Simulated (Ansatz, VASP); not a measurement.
## One calculation of SiO2, two programs

```
CELL_PARAMETERS angstrom
4.01799 0.00000 0.00000
0.00000 4.01799 0.00000
0.00000 0.00000 2.88224
ATOMIC_POSITIONS crystal
Si 0.50000 0.50000 0.50000
Si 0.00000 0.00000 0.00000
O 0.69389 0.69389 0.00000
O 0.19389 0.80611 0.50000
O 0.30611 0.30611 0.00000
O 0.80611 0.19389 0.50000
```

Change from the starting cell: strain -0.040 along x and y, +0.080 along z, atoms carried along.

Alike in both runs: task single point; functional r2SCAN; k mesh 6 × 6 × 8; occupations gaussian, width 0.05 eV; no spin polarisation.

```csv
,VASP,Ansatz
version,VASP 6.6.1,Ansatz 0.2.0
potentials or method,"VASP PAW PBE potentials, release 64 (Si, O)","scalar-relativistic, plane waves, PAW"
plane-wave cutoff (eV),520,500
valence electrons in the cell,32,32
```

VASP gave:

```
gap on the k mesh at the Fermi level (eV)       : 6.05
least direct gap on the mesh (eV)               : 6.05
pressure (GPa)                                  : -0.5
largest component of the traceless stress (GPa) : 33.82
rms of the force components (eV/Å)              : 0.350
```

Task: What did Ansatz give for the same quantities?

Result: gap on the k mesh at the Fermi level (eV): 6.05; least direct gap on the mesh (eV): 6.05; pressure (GPa): -0.9; largest component of the traceless stress (GPa): 33.95; rms of the force components (eV/Å): 0.357.

Atom by atom the forces differ by 0.007 eV/Å (rms over components).

Caveats: the PAW data sets were made with another functional, which shifts forces and pressure a little (VASP). A k mesh can miss the band edges.
